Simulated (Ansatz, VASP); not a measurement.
# BP: VASP beside Ansatz

INCAR

```
  PREC = Accurate
  ENCUT = 600
  EDIFF = 1E-7
  ISMEAR = 0
  SIGMA = 0.02
  LREAL = F
  LASPH = T
  NELM = 60
  ALGO = Normal
  ISIF = 3
  LWAVE = F
  LCHARG = F
  GGA = CA
  IBRION = 2
  NSW = 100
  EDIFFG = -0.005
```

The input KPOINTS:

```
Automatic mesh
0
Gamma
  10 10 10
```

Contents of POSCAR:

```
BP
1.0
    0.0000000000      2.2690000000      2.2690000000
    2.2690000000      0.0000000000      2.2690000000
    2.2690000000      2.2690000000      0.0000000000
B P
1 1
Direct
    0.0000000000      0.0000000000      0.0000000000
    0.7500000000      0.7500000000      0.7500000000
```

Input for Ansatz:

```yaml
crystal:
  lattice:
    - [0.0, 2.269, 2.269]
    - [2.269, 0.0, 2.269]
    - [2.269, 2.269, 0.0]
  atoms:
    - { symbol: B, position: [0.0, 0.0, 0.0] }
    - { symbol: P, position: [0.75, 0.75, 0.75] }
basis:
  ecutwfc: 420
kpoints:
  mp_grid: { grid: [10, 10, 10] }
hamiltonian:
  xc: lda
scf:
  occupations: { method: gaussian, width: 0.02 }
output:
  forces: true
  stress: true
  eigenvalues: true
relax:
  adjacent_minimum: "off"
  f_tol: 0.005
  max_steps: 80
  cell: { stress_tol: 0.05 }
```

Alike in both runs: task relaxation of cell and atoms; functional LDA; k mesh 10 × 10 × 10; occupations gaussian, width 0.02 eV; no spin polarisation.

|  | VASP | Ansatz |
| --- | --- | --- |
| version | VASP 6.6.1 | Ansatz 0.2.0 |
| potentials or method | VASP PAW LDA potentials, release 64 (B, P) | scalar-relativistic, plane waves, PAW |
| plane-wave cutoff (eV) | 600 | 420 |
| valence electrons in the cell | 8 | 8 |

```csv
,VASP,Ansatz,Ansatz less VASP
"gap on the k mesh at the Fermi level, each at its own relaxed structure (eV)",1.15,1.15,+0.001
relaxed volume (Å³/atom),11.31,11.32,+0.008
relaxed cell length with the largest relative difference (Å),3.175,3.175,+0.0007
energy change over the relaxation (meV/atom),-6,-6,+0.2
```

A k mesh can miss the band edges. LDA usually gives volumes a few per cent too small. Expect the measured gap to be larger: semilocal functionals such as LDA lack the derivative discontinuity.
